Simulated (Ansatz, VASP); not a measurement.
## In3Ga13O24 (Ga1.6In0.4O3, monoclinic beta-Ga2O3 type): VASP beside Ansatz

One calculation is typed for both programs; each brings its own data sets. How far apart do they land? The cell is invented: As first built, before any earlier steps moved the atoms (in the runner's words): 1x2x1 conventional cells of the Ga2O3 type (40 atoms: 24 O, 13 Ga, 3 In); Ga/In share their sites, the best of 600 random draws by like-pair counts in two shells; start lattice of Ga2O3; atoms moved at random by 0.02 A. It may not be a known or stable phase. Of the first pair: The structure shown is the start of the Ansatz relaxation below; VASP solves that cell, so the two are compared at the walk's first step.

Main program and level: Ansatz 0.2.0; plane waves, with VASP 6.6.1 beside it; single point at LDA.

## Step 1: The starting structure

The cell holds 40 atoms: 24 O, 13 Ga and 3 In. Its edges and angles: a = 12.214 Å, b = 6.074 Å, c = 5.798 Å, α = 90.0°, β = 103.8°, γ = 90.0°. It derives from Ga2O3 (Ga2O3 type, space group 12), repeated 1×2×1. As first built, before any earlier steps moved the atoms (in the runner's words): 1x2x1 conventional cells of the Ga2O3 type (40 atoms: 24 O, 13 Ga, 3 In); Ga/In share their sites, the best of 600 random draws by like-pair counts in two shells; start lattice of Ga2O3; atoms moved at random by 0.02 A.

## Step 2: Ansatz: relaxation, LDA

Ansatz runs on its default PAW (the set named soft_2) files.

The two programs are compared at the cell with which this relaxation starts, whose forces are those of its first step.

Input file input.yaml:

```yaml
crystal:
  lattice:
    - [12.214, 0.0, 0.0]
    - [0.0, 6.0742, 0.0]
    - [-1.38599, 0.0, 5.63001]
  atoms:
    - { symbol: O, position: [0.16004, 0.00199, 0.10891] }
    - { symbol: O, position: [0.33302, 0.25229, 0.89002] }
    - { symbol: O, position: [0.17781, 0.99269, 0.56035] }
    - { symbol: O, position: [0.32704, 0.24874, 0.43911] }
    - { symbol: O, position: [0.49739, 0.00158, 0.25684] }
    - { symbol: O, position: [0.00333, 0.2506, 0.74658] }
    - { symbol: O, position: [0.66538, 0.24309, 0.1158] }
    - { symbol: O, position: [0.83449, 0.00291, 0.88844] }
    - { symbol: O, position: [0.67568, 0.24893, 0.56852] }
    - { symbol: O, position: [0.82767, 0.99789, 0.42645] }
    - { symbol: O, position: [0.99687, 0.24676, 0.2601] }
    - { symbol: O, position: [0.50435, 0.99879, 0.74005] }
    - { symbol: O, position: [0.16351, 0.50485, 0.11324] }
    - { symbol: O, position: [0.33553, 0.75108, 0.89349] }
    - { symbol: O, position: [0.17368, 0.49407, 0.56912] }
    - { symbol: O, position: [0.32619, 0.748, 0.43692] }
    - { symbol: O, position: [0.49444, 0.49645, 0.25742] }
    - { symbol: O, position: [0.00312, 0.75144, 0.74487] }
    - { symbol: O, position: [0.6678, 0.74916, 0.11016] }
    - { symbol: O, position: [0.83483, 0.50397, 0.89199] }
    - { symbol: O, position: [0.67408, 0.75628, 0.56429] }
    - { symbol: O, position: [0.82648, 0.49574, 0.43066] }
    - { symbol: O, position: [0.99465, 0.75039, 0.25278] }
    - { symbol: O, position: [0.50234, 0.50256, 0.74145] }
    - { symbol: Ga, position: [0.08914, 0.99894, 0.79078] }
    - { symbol: Ga, position: [0.41138, 0.25478, 0.20918] }
    - { symbol: Ga, position: [0.16159, 0.24357, 0.31732] }
    - { symbol: Ga, position: [0.90907, 0.00463, 0.2032] }
    - { symbol: Ga, position: [0.6603, 0.00597, 0.31633] }
    - { symbol: Ga, position: [0.84185, 0.24962, 0.68803] }
    - { symbol: Ga, position: [0.09055, 0.49634, 0.79701] }
    - { symbol: Ga, position: [0.16194, 0.75151, 0.31808] }
    - { symbol: Ga, position: [0.34345, 0.50036, 0.68599] }
    - { symbol: Ga, position: [0.58953, 0.751, 0.79665] }
    - { symbol: Ga, position: [0.90854, 0.49928, 0.20941] }
    - { symbol: Ga, position: [0.65788, 0.50269, 0.31561] }
    - { symbol: Ga, position: [0.84124, 0.75319, 0.68844] }
    - { symbol: In, position: [0.34156, 0.00057, 0.68765] }
    - { symbol: In, position: [0.59176, 0.25169, 0.7974] }
    - { symbol: In, position: [0.4088, 0.7551, 0.20532] }
kpoints:
  mp_grid: { grid: [2, 3, 3], shift: [0.5, 0.0, 0.0] }
hamiltonian:
  xc: lda
scf:
  occupations: { method: fermi_dirac, width: 0.01 }
output:
  forces: true
  stress: true
relax:
  f_tol: 0.02
  max_steps: 45
  cell: { stress_tol: 0.1 }
```

The run is started by

```console
> ansatz run input.yaml --threads 8 --pin off --max-ram 15360MiB --backend cpu --events-out ev --progress --plain --runs-dir out
```

Numbers of over 12 decimals in the logs are rounded to 6 here.

The program printed:

```text
The last accepted step is kept in <dir> (removed where the run ends without a failure and the disk answers)
Engine: ansatz 0.2.0, x86_64-unknown-linux-gnu
Pseudopotentials: kind: paw
Pseudopotential: O, paw, valence charge 6, recommended cutoff 420 eV (normal), O.paw.azcp
Pseudopotential: Ga, paw, valence charge 13, recommended cutoff 420 eV (normal), Ga.paw.azcp
Pseudopotential: In, paw, valence charge 13, recommended cutoff 420 eV (normal), In.paw.azcp
Functional definition: SPW92
  exchange = slater_x
  correlation = pw_c
Crystal: 40 atoms, lattice volume = 417.692 Å³
Basis set: ecut = 420 eV, 8175 PW (Γ)
Bands: 216, of which v1, the nominal top of the filled ones, is band 176 counted from 1 (175 counted from 0)
Symmetry: 1 space group operations
Space group: P1 (ITA 1), of the structure as read, at distance tolerance 7.5e-5 Å
k-points: 9 of 18 (time reversal used)
Non-local potential: O, projectors of the file, l = 0: 2, l = 1: 2, l = 2: 1
Non-local potential: Ga, projectors of the file, l = 0: 2, l = 1: 2, l = 2: 3, l = 3: 1
Non-local potential: In, projectors of the file, l = 0: 2, l = 1: 2, l = 2: 2, l = 3: 2
PAW form: soft (Blöchl's): semilocal exchange-correlation on the pseudo side does not see the compensation charge
PAW frozen core: O, regenerated for the run's functional, and the local potential with it (the file was generated under x = pbe(κ = 0.804, μ = 0.219515), c = pbe(β = 0.066725))
PAW frozen core: Ga, regenerated for the run's functional, and the local potential with it (the file was generated under x = pbe(κ = 0.804, μ = 0.219515), c = pbe(β = 0.066725))
PAW frozen core: In, regenerated for the run's functional, and the local potential with it (the file was generated under x = pbe(κ = 0.804, μ = 0.219515), c = pbe(β = 0.066725))
PAW one-centre angular grid: O, 110 points (default); XC on 64 Gauss nodes
PAW one-centre angular grid: Ga, 590 points (default); XC on 64 Gauss nodes
PAW one-centre angular grid: In, 590 points (default); XC on 64 Gauss nodes
Initial density: superposition of atomic densities (neutral atoms: chi_scale 0, normalization atom), corrected by the library's trained network
Initial wavefunctions: pseudopotential atomic-orbital guess
Functional: x = slater, c = lda
SCF iter   1: F=—  HF=-77897.926924 eV  |F-HF|=—  |Δ(HF+E_count)|=         —  Δρ=1.93e-2  dr2=1.28e0  ethr=1.77e-3  ⟨swp⟩=6.0  Hψ=7207  notcnv=0  defer=40
preconditioner: auto → Resta (q_TF=auto, 2.652 Å⁻¹)  ε∞=4.7  [insulator: Δε(μ)=2.276 eV  Ē_g=17.622 eV  σ=0.010 eV  W_gap=1.00  n_scr=140 (ndim 8)  ℏωp=34.1 eV  f_vac=0.010  D(μ)=0.00/eV (n_scr^D=0)  ε∞_Penn≈4.7]
SCF iter   2: F=—  HF=-77897.596956 eV  |F-HF|=—  |Δ(HF+E_count)|=   3.30e-1  Δρ=7.04e-3  dr2=1.97e-1  ethr=3.63e-4  ⟨swp⟩=2.9  Hψ=3674  notcnv=0  defer=294
SCF iter   3: F=—  HF=-77897.542330 eV  |F-HF|=—  |Δ(HF+E_count)|=   5.46e-2  Δρ=1.80e-3  dr2=7.07e-3  ethr=5.59e-5  ⟨swp⟩=2.0  Hψ=2557  notcnv=0  defer=294
SCF iter   4: F=—  HF=-77897.540355 eV  |F-HF|=—  |Δ(HF+E_count)|=   1.98e-3  Δρ=5.34e-4  dr2=1.12e-3  ethr=2.01e-6  ⟨swp⟩=2.0  Hψ=3138  notcnv=0  defer=294
SCF iter   5: F=—  HF=-77897.539677 eV  |F-HF|=—  |Δ(HF+E_count)|=   6.78e-4  Δρ=1.23e-4  dr2=5.93e-5  ethr=3.19e-7  ⟨swp⟩=2.0  Hψ=3079  notcnv=0  defer=294
SCF iter   6: F=—  HF=-77897.539468 eV  |F-HF|=—  |Δ(HF+E_count)|=   2.08e-4  Δρ=3.11e-5  dr2=5.25e-6  ethr=1.68e-8  ⟨swp⟩=2.0  Hψ=3006  notcnv=0  defer=294
SCF iter   7: F=—  HF=-77897.539467 eV  |F-HF|=—  |Δ(HF+E_count)|=   1.47e-6  Δρ=1.38e-5  dr2=1.10e-6  ethr=1.49e-9  ⟨swp⟩=2.0  Hψ=3131  notcnv=0  defer=294
SCF iter   8: F=—  HF=-77897.539466 eV  |F-HF|=—  |Δ(HF+E_count)|=   5.67e-7  Δρ=5.09e-6  dr2=2.43e-7  ethr=3.13e-10  ⟨swp⟩=2.0  Hψ=2969  notcnv=0  defer=294
SCF iter   9: F=-77897.539466 eV  HF=-77897.539466 eV  |F-HF|=1.24e-8  |Δ(HF+E_count)|=   5.15e-8  Δρ=1.29e-6  dr2=1.61e-8  ethr=2.84e-11  ⟨swp⟩=4.0  Hψ=5335  notcnv=0
SCF 1 converged in 9 iterations: F = -77897.539466 eV  dr2 = 1.61e-8
  greatest PAW one-centre occupation: 0.998 electrons in one spin orbital (limit 2), on the Ga atom at site 31 (counted from 0), in its partial waves of l = 2
relax step   1: F+E_penalty+E_count = -77897.53946623 eV  Δ(F+E_penalty+E_count) = +0.000e0 eV  max|allowed force component| = 4.797e0 eV/Å  Δτ_max = 0.0000 Å  P = +12.225 GPa  Ω = 417.692 Å³  (9 SCF iters, dr2 threshold 1.00e-7 eV, accepted)
Crystal: 40 atoms, lattice volume = 430.906 Å³
Basis set: ecut = 420 eV, 8407 PW (Γ)
Initial density: handed on by an earlier stage of this run
Initial wavefunctions: those handed on with the density
iter 1 solved again at ethr=2.62e-4 eV; its pass at ethr=3.10e-3 eV (dr2=9.21e-1 eV) is discarded
SCF iter   1: F=—  HF=-77901.535930 eV  |F-HF|=—  |Δ(HF+E_count)|=         —  Δρ=2.19e-2  dr2=9.19e-1  ethr=2.62e-4  ⟨swp⟩=4.7  Hψ=8610  notcnv=0
[...]
SCF iter   2: F=—  HF=-77901.848481 eV  |F-HF|=—  |Δ(HF+E_count)|=   1.44e-4  Δρ=6.99e-5  dr2=4.72e-7  ethr=5.30e-10  ⟨swp⟩=2.0  Hψ=2215  notcnv=0
SCF iter   3: F=—  HF=-77901.848497 eV  |F-HF|=—  |Δ(HF+E_count)|=   1.57e-5  Δρ=2.71e-6  dr2=3.69e-9  ethr=1.34e-10  ⟨swp⟩=1.0  Hψ=1944  notcnv=0
[...]
SCF converged after 6 iterations
Free energy (F): -77901.848497 eV
Harris-Foulkes:  -77901.848497 eV  (|F-HF|=1.46e-11)
Internal energy: -77901.848497 eV  (E = F + TS)
E sigma→0 (E₀):  -77901.848497 eV
Fermi energy:    9.268921 eV
--- Per-component energies (eV) ---
  E_band       = -359.849978
  E_kinetic    = 6455.766747
  E_local      = -34440.518759  (includes V_loc(G=0)·N_el)
  E_nonlocal   = 7979.435874
  E_hartree    = 15166.204424
  E_xc         = -3252.715951
  E_vxc        = -3279.557310  (∫ρ·V_xc dr)
  E_paw        = -40585.860240  (= ΣΔE_a)
  E_vpaw       = -7407.444140  (= ΣTr[D̂ρ^β])
  E_aug_tail   = 0.058585  (compensation charges beyond the density's cutoff)
  E_ewald      = -29249.869140
  E_core_change = 25.649964  (= ΣΔE_core)
  E_smearing   = -0.000000  (= −TS)
  E_closure    = 0.000000  (closes the sum)
  Σ components = -77901.848497   (vs F -77901.848497, Δ=0.00e0)
--- Forces (eV/Å), atoms counted from 1 ---
  atom   1  O     -0.00162147    -0.00006686    -0.00128917
  atom   2  O     -0.00001935     0.00059746    -0.00087772
  atom   3  O     -0.00028669    -0.00161384     0.00257333
  atom   4  O      0.00068483    -0.00124400    -0.00130146
  atom   5  O     -0.00086908    -0.00189142     0.00107509
  atom   6  O      0.00011979     0.00059437    -0.00103312
  atom   7  O     -0.00229244     0.00000068    -0.00030155
  atom   8  O      0.00288592    -0.00057042     0.00116316
  atom   9  O      0.00097922    -0.00024799     0.00118850
  atom  10  O      0.00160554     0.00163268    -0.00240562
  atom  11  O     -0.00194181    -0.00078736     0.00027432
  atom  12  O      0.00308765     0.00026346    -0.00063457
  atom  13  O     -0.00056851     0.00113632    -0.00056069
  atom  14  O      0.00221511    -0.00133652    -0.00213460
  atom  15  O     -0.00419154     0.00207911     0.00164052
  atom  16  O     -0.00010141     0.00016885    -0.00060027
  atom  17  O     -0.00222845     0.00434674    -0.00150070
  atom  18  O      0.00067940    -0.00026250    -0.00121333
  atom  19  O     -0.00039960     0.00012141    -0.00088616
  atom  20  O      0.00148125    -0.00031977     0.00005748
  atom  21  O      0.00044589    -0.00140405     0.00114496
  atom  22  O      0.00146132    -0.00106473    -0.00174259
  atom  23  O     -0.00059978     0.00013946     0.00076508
  atom  24  O      0.00505932    -0.00079077    -0.00010719
[...]
atom  33  Ga    -0.00405956    -0.00185277     0.00419191
  atom  34  Ga     0.00003992     0.00180346    -0.00121490
  atom  35  Ga    -0.00143405    -0.00071005     0.00115031
  atom  36  Ga     0.00126300     0.00104061    -0.00093433
  atom  37  Ga    -0.00111582    -0.00009789     0.00104271
  atom  38  In    -0.00444174     0.00023993     0.00649282
  atom  39  In    -0.00048367     0.00199479     0.00019946
  atom  40  In     0.00163567    -0.00447240    -0.00081965
  max |Σ_I F_I| component: 8.30e-6 eV/Å
--- Stress (GPa, compression-positive) ---
        0.014836      -0.000826      -0.006638
       -0.000826      -0.002984       0.000240
       -0.006638       0.000240       0.018476
  P = ⅓ Tr σ = 0.0101 GPa (0.101 kbar)
--- Relaxed structure (8 steps of the walk, 7 accepted, 2 SCFs on fresh bases) ---
  F+E_penalty+E_count = -77901.84849659 eV   max|allowed force component| = 6.493e-3 eV/Å   (the final SCF, on the basis selected at the relaxed cell)
  cell:  # Å, volume = 431.1324 Å³
    - [12.324393, -0.00245095, 0.019311]
    - [-0.00121889, 6.168095, 8.0821645740917e-5]
    - [-1.389616, 0.000353034, 5.669272]
  atoms:
    - { symbol: O, position: [0.159415, 0.00210601, 0.104877] }
    - { symbol: O, position: [0.338206, 0.271264, 0.904496] }
    - { symbol: O, position: [0.157821, 1.005569, 0.546357] }
    - { symbol: O, position: [0.323356, 0.263876, 0.426699] }
    - { symbol: O, position: [0.506506, 0.019763, 0.255960] }
    - { symbol: O, position: [0.00300455, 0.250256, 0.744403] }
    - { symbol: O, position: [0.685654, 0.250066, 0.131275] }
    - { symbol: O, position: [0.839023, -0.00299722, 0.890488] }
    - { symbol: O, position: [0.686989, 0.248542, 0.558885] }
    - { symbol: O, position: [0.831954, 0.990983, 0.442182] }
    - { symbol: O, position: [0.990693, 0.249373, 0.249761] }
    - { symbol: O, position: [0.506536, 0.985017, 0.739822] }
    - { symbol: O, position: [0.154122, 0.497467, 0.106706] }
    - { symbol: O, position: [0.314818, 0.732567, 0.887744] }
    - { symbol: O, position: [0.166737, 0.488972, 0.557671] }
    - { symbol: O, position: [0.312533, 0.736910, 0.434042] }
    - { symbol: O, position: [0.512841, 0.478269, 0.275748] }
    - { symbol: O, position: [0.00493074, 0.747584, 0.746116] }
    - { symbol: O, position: [0.665259, 0.749189, 0.116330] }
    - { symbol: O, position: [0.836708, 0.500471, 0.889699] }
    - { symbol: O, position: [0.677868, 0.748671, 0.568741] }
    - { symbol: O, position: [0.833234, 0.507587, 0.442599] }
    - { symbol: O, position: [0.993112, 0.749065, 0.251198] }
    - { symbol: O, position: [0.495169, 0.527787, 0.745069] }
    - { symbol: Ga, position: [0.085058, 0.999430, 0.792011] }
    - { symbol: Ga, position: [0.413727, 0.254849, 0.212948] }
    - { symbol: Ga, position: [0.151214, 0.251217, 0.306969] }
    - { symbol: Ga, position: [0.909069, -0.00151839, 0.204747] }
    - { symbol: Ga, position: [0.668106, 0.00208128, 0.322012] }
    - { symbol: Ga, position: [0.846053, 0.248616, 0.692938] }
    - { symbol: Ga, position: [0.088555, 0.498546, 0.791867] }
    - { symbol: Ga, position: [0.151287, 0.748933, 0.301612] }
    - { symbol: Ga, position: [0.332319, 0.504109, 0.680001] }
    - { symbol: Ga, position: [0.596814, 0.751180, 0.800713] }
    - { symbol: Ga, position: [0.909174, 0.499842, 0.202537] }
    - { symbol: Ga, position: [0.671040, 0.497523, 0.324021] }
    - { symbol: Ga, position: [0.845017, 0.748930, 0.687739] }
    - { symbol: In, position: [0.334396, 0.00163323, 0.685755] }
    - { symbol: In, position: [0.593325, 0.261899, 0.800643] }
    - { symbol: In, position: [0.416656, 0.743863, 0.210580] }
```

(Continued in part 2 of 2.)

[Lines on the potential files, build, host, timing and source positions are cut from VASP's logs without a mark.]

[Logs are printed without paths, hosts, clocks, repeated set-up lines and the standing remarks that a program may print on its own settings, such as how far it seeks lower states.]

[Hosts, paths, dates, database ids (printed as entryN), source tags and the programs' standing remarks are cut or masked in the printed files.]
